In rutile, each titanium atom sits inside six oxygen atoms. Two of them lie level with it, two lean up along the $c$ axis and two lean down. Here both titanium atoms of the cell slide together along $c$ by a displacement $x$, while the oxygen atoms and the cell stay where they are. The energy change $E$ is counted per cell, and the force $F$ is summed over both titanium atoms, positive when it points towards larger $x$.

Rutile TiO2 (P4_2/mnm, 6-atom relaxed cell, a = 4.643, c = 2.964 Å) with both Ti atoms shifted along c and all else fixed. Ansatz 0.2.0, plane-wave PAW, PBE, scalar-relativistic, no spin polarisation, cutoff 420 eV, 6×6×10 k mesh, Gaussian smearing of 0.05 eV. Energies are free energies relative to the unshifted cell; pressure is positive in compression.

| displacement (Å) | energy change (eV a cell) | force along direction (eV/Å summed over the moved atoms) | pressure (GPa) | gap on mesh (eV) |
| --- | --- | --- | --- | --- |
| -0.5 | 2.256 | 16.369 | 36.98 | 3.956 |
| -0.25 | 0.143 | 2.540 | 8.64 | 2.535 |
| 0 | 0.000 | 0.000 | 0.01 | 1.859 |
| 0.0625 | -0.002 | 0.048 | 0.54 | 1.957 |
| 0.125 | 0.000 | -0.210 | 2.14 | 2.092 |
| 0.1875 | 0.035 | -1.019 | 4.82 | 2.280 |
| 0.3125 | 0.369 | -4.847 | 13.70 | 2.808 |
| 0.375 | 0.765 | -7.948 | 20.07 | 3.177 |
| 0.4375 | 1.379 | -11.809 | 27.82 | 3.607 |

**Rows −0.5 and −0.25. Do the negative displacements form a branch of their own?**

No. A mirror plane perpendicular to $c$ passes through the undisturbed titanium atom, so a slide down costs exactly what a slide up costs. The two rows can be read as +0.5 and +0.25. The energy at −0.25, 0.143 eV, then falls into place between the rows at 0.1875 and 0.3125. The positive forces in these two rows mean the same as the negative ones far down the table: titanium is pulled back towards the middle.

**Row 0. The force vanishes here, so is this the resting place?**

The zero force alone cannot tell, because the mirror plane enforces it on a hilltop as well as in a valley. The next row decides. At 0.0625 Å the energy is slightly lower, and the force of +0.048 eV/Å pushes titanium further out. Along this line the symmetric structure is therefore the top of a low hump between two equal wells.

**Rows 0.0625 and 0.125. Where is the bottom of the well, and which digits can be trusted?**

The printed energies, −0.002 and 0.000 eV, are too coarse to locate it, but the forces are not. Because the curve is the same on both sides, its simplest form near the centre is

$$E = A x^2 + B x^4, \qquad F/x = -2A - 4B x^2 .$$

The two rows give $F/x$ = 0.77 and −1.68 eV/Å². Solving for the two unknowns gives $A \approx -0.79$ eV/Å² and $B \approx 52$ eV/Å⁴. The negative $A$ is the hump, and the positive $B$ closes the well.

The bottom then lies at $x = \sqrt{-A/2B} \approx 0.09$ Å, with a depth of $A^2/4B \approx 3$ meV a cell. That is about a tenth of the thermal energy at room temperature. The energies of the two rows were not used, and the formula returns them to within 1 meV. Forces and energies thus describe the same well, and scatter did not make it. Whether a higher cutoff or a denser k mesh would shift the depth by a millielectronvolt was not tested, so one digit is all that should be quoted.

**Rows 0.1875 to 0.4375. Why does such a flat floor end in such a steep wall?**

The bond lengths explain it. At 0.4375 Å, two of the six Ti–O bonds have shrunk from 1.96 to 1.65 Å, two have stretched to 2.31 Å, and the level pair has hardly changed. Repulsion between closed electron shells rises ever faster as atoms approach. Squeezing two bonds therefore costs far more than stretching the others gives back. This is standard chemistry; the table gives the total energy and does not separate out the repulsion.

The shape of the wall invites a false reading. From 0.25 to 0.5 Å the energy grows about sixteenfold, just as a pure fourth power would. Yet the local exponent falls from about 4.2 at the start of this stretch to 3.7 at its end, so the sixteen is an average and no law. The formula taken from the two innermost forces shows the same thing: at 0.5 Å it overshoots the computed energy by 36 %.

A sixth-order curve fitted to the energies of all nine rows follows the wall well but makes the well too shallow. A formula tuned to large displacements should not be used to judge the small ones. The wall itself would also be lower if the oxygen atoms and the cell were allowed to give way, so these energies are upper limits for a given displacement.

**The gap column. What makes the floor so flat in the first place?**

The usual explanation is a near balance. Against the repulsion stands a gain in bonding: Ti(IV) has empty 3d orbitals not far above the filled 2p orbitals of oxygen. With titanium in the middle, the mirror plane forbids some of the mixing between them. Off centre that mixing is allowed, and it pushes filled levels down and empty ones up. The electrical attraction between the dipoles that form in all cells at once helps in the same direction.

The gap behaves as this picture suggests, widening with every step away from the centre, from 1.86 to 3.96 eV. It is weak evidence, though, because the gap goes on widening while the energy climbs by more than 2 eV. A wider gap thus does not by itself mean a more stable crystal. Only the trend should be read from this column, since PBE makes the gap of rutile clearly too small.

The first steps do not fit the simplest version of the picture either. Mixing between two well-separated levels should make the rise in the gap grow fourfold when $x$ doubles, but from 0.0625 to 0.125 Å it grows only 2.4-fold. Perhaps another state takes over as the band edge; the orbital data that would settle this are not given.

**The pressure column. What would happen to the well in a slightly smaller cell?**

The pressure $P$ holds the answer, because it measures how the energy changes with the volume $V$: $P = -dE/dV$. Once the tiny pressure of the undisturbed cell is subtracted, $P/x^2$ stays between 136 and 148 GPa/Å² in all displaced rows. A pressure that grows as $x^2$ belongs to the $x^2$ term of the energy, so this ratio tells how fast $A$ rises when the cell shrinks.

The cell holds six atoms of 10.65 Å³ each, or 63.9 Å³, and 1 eV/Å³ is 160.2 GPa. A shrinkage of 1 % in volume therefore changes $A$ by

$$\Delta A \approx \frac{136}{160.2} \times 0.639 \approx 0.54\ \text{eV/Å}^2 .$$

Since $A$ is only −0.79 eV/Å², a contraction of about 1.5 % in volume would bring it to zero and remove the hump. That is merely 0.5 % along each edge. The estimate assumes that $A$ changes linearly with the volume, that all edges shrink by the same fraction and that the oxygen atoms keep their relative positions.

The likely reason is again the short bonds. In a tighter cell the repulsion starts from a higher level and stiffens quickly, and the bonding gain does not keep pace. A balance this close is tipped by a small strain.

**The whole table. Is rutile then ferroelectric, and would another functional or another metal change the picture?**

Real rutile is not ferroelectric. It comes close, which is why its permittivity is high, but titanium stays centred on average down to the lowest temperatures. PBE usually makes the cell of an oxide too large, typically by a per cent or more in volume. That is about the size of the contraction just estimated, so the well is probably an artefact of the overlarge PBE cell. Zero-point motion, which the calculation leaves out, could also smear out so shallow a well. LDA, which gives smaller cells, should remove it, and a PBE scan at the measured cell edges would be the direct test.

Tin dioxide has the same crystal structure and makes a useful comparison. The d shell of Sn(IV) is full, so there are no low-lying empty d orbitals to reward a move off centre, and the repulsion is expected to meet much less opposition. Its metal atoms are indeed known to be held much more stiffly along $c$. For a neighbouring oxide, then, two questions help in guessing the curve: does the metal have empty d orbitals close above the oxygen levels, and how much room does the cell leave it?

The printed output after this text gives the bond lengths, both energy formulas and the volume estimates.

Printed output of the fit:

```
fit of energy_change on 9 rows: coefficient of x2 -0.5921 +/- 0.045, coefficient of x2**2 48.46 +/- 0.55, coefficient of x2**3 -40.04 +/- 1.6; rms 0.00161, worst 0.125 0.00243, leave-one-out rms 0.00852
Shift, bonds and models:
     row  shift_A  two_short_A  two_long_A  two_others_A  force_quartic_meV  sixth_order_fit_meV  P_over_x2_GPa_per_A2  gap_rise_eV
    -0.5      0.5        1.613       2.359         2.065               3066                 2255                 147.9        2.097
   -0.25     0.25        1.776       2.153         2.019              154.5                142.5                 138.1        0.676
     0.0        0        1.958       1.958         2.003                  0                    0                     0            0
  0.0625   0.0625        1.911       2.006         2.004             -2.297               -1.576                 135.7        0.098
   0.125    0.125        1.865       2.054         2.007              0.375                2.427                 136.3        0.233
  0.1875   0.1875         1.82       2.103         2.012               36.7                37.34                 136.8        0.421
  0.3125   0.3125        1.734       2.204         2.028              420.7                367.1                 140.2        0.949
   0.375    0.375        1.692       2.255         2.038              921.4                763.7                 142.6        1.318
  0.4375   0.4375        1.652       2.307         2.051               1762                 1381                 145.3        1.748
Quadratic coefficient A from the two innermost forces, eV/Å² a cell: -0.792
Quartic coefficient B from the same forces, eV/Å⁴ a cell: 52.22
Estimated shift at the well bottom, Å: 0.08708
Estimated well depth, meV a cell: 3.003
Well depth a cell divided by the Boltzmann constant, K: 34.85
Energy at 0.5 Å over energy at 0.25 Å: 15.78
Local exponent of the energy from 0.25 to 0.3125 Å: 4.248
Local exponent of the energy from 0.4375 to 0.5 Å: 3.686
Overshoot of the force quartic at 0.5 Å, %: 35.9
Rise of A for 1 % less volume, eV/Å² a cell: 0.5437
Volume contraction that would bring A to zero (linear estimate), %: 1.457
Contraction of both a edges alone that would do it (linear estimate), %: 0.8785
Stress gained along c over stress gained in plane at 0.125 Å: 1.61
Gap rise at 0.125 Å over gap rise at 0.0625 Å: 2.378
```
